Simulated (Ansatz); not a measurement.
**WSe2 (P6_3/mmc), a film clamped to a substrate**

Method: DFT PBE+D3(BJ), scalar-relativistic, plane waves, PAW (Ansatz). Cutoff 420 eV, Γ-centred 12×12×2 k-points, Gaussian smearing of 0.05 eV. Spin–orbit coupling is left out, which can shift energies with elements as heavy as these. No spin polarisation. Energies are free energies at this smearing, counted from the undisturbed cell; pressure is positive in compression.

The undisturbed cell (relaxed at this level):

```yaml
crystal:
  lattice:
    - [3.27903, 0.00000, 0.00000]
    - [-1.63951, 2.83972, 0.00000]
    - [0.00000, 0.00000, 12.78861]
  atoms:
    - { symbol: W, position: [0.33333, 0.66667, 0.25000] }
    - { symbol: W, position: [0.66667, 0.33333, 0.75000] }
    - { symbol: Se, position: [0.33333, 0.66667, 0.61829] }
    - { symbol: Se, position: [0.66667, 0.33333, 0.11829] }
    - { symbol: Se, position: [0.33333, 0.66667, 0.88171] }
    - { symbol: Se, position: [0.66667, 0.33333, 0.38171] }
```

The cell (6 atoms, V0 = 119.08 Å³) is strained by p along both x and y and by q along z, fractional coordinates fixed. τp = (1/V0) ∂E/∂p = (σxx + σyy)(1 + p)(1 + q) and τq = (1/V0) ∂E/∂q = σzz(1 + p)², with tension positive.

```csv
p,q,ΔE (meV/atom),τp (GPa),τq (GPa)
0.000,0.000,0.00,0.01,0.01
-0.015,0.000,8.81,-9.68,-3.08
0.015,0.000,8.19,8.64,2.81
0.000,-0.015,4.07,-3.05,-4.45
0.000,0.015,3.92,2.84,4.15
```

Task: Get the second derivatives of the energy density.

Result: Central differences give A = ∂τp/∂p = 611 GPa (C11 + C22 + 2 C12), C = ∂τq/∂q = 287 GPa (C33) and the cross term B = ∂τq/∂p = 196 GPa (C13 + C23); ∂τp/∂q = 196 GPa must equal B, and any difference shows higher-order terms. The ions are clamped.

Task: A film of this crystal grows with z along the normal on a substrate that imposes p. How does its thickness respond, and what does the misfit cost?

Result: Count p and q from the stress-free cell. A free surface needs τq = 0, so q = −(B/C) p = -0.69 p. The energy density left is (A − B²/C) p²/2 = M p², with the biaxial modulus M = 238 GPa; a misfit of 1 % costs 2.95 meV/atom, against 3.78 meV/atom if the thickness were held.

At p = 0.030 the energies along q are 26.8 (q = -0.030), 25.3 (q = -0.015), 31.5 (q = 0.000), 44.9 (q = 0.015), 64.9 (q = 0.030) meV/atom.

Task: Does the linear rule hold at this misfit?

Result: A parabola through the lowest point and its neighbours has its minimum at q = -0.020, 24.9 meV/atom. With the stress left in the starting cell, τp0 and τq0, linear elasticity gives q = −(τq0 + Bp)/C = -0.021 and E = V0(τp0 p + τq0 q + Ap²/2 + Bpq + Cq²/2)/N = 26.6 meV/atom. The two agree within a tenth in energy.

Forces appear on the atoms along this scan, and letting them relax would lower the energy and soften the response.

In-plane stretching makes the film thinner, and this contraction recovers part of the misfit energy. The chemical reason is the covalent W–Se bonding: widening the lattice lengthens these bonds, and moving the Se planes closer to the W plane shortens them again.

The normal stiffness of 287 GPa, however, is far above what is known for this van der Waals crystal. Uniform scaling of the atomic positions stretches the stiff Se–W–Se layers together with the weakly bound gaps, whereas in the real crystal the gaps would take up most of the normal strain. The value therefore mainly reflects intralayer bonding, and the ratio -0.69 is not a reliable prediction of a real film's thickness change. The biaxial modulus is probably less affected, because the free thickness already lets the Se planes approach the W plane.

At the larger misfit, the scanned minimum lies below the linear estimate, 24.9 against 26.6 meV/atom, as expected for bonds that soften under tension. Equal accuracy under compressive misfit doesn't follow.
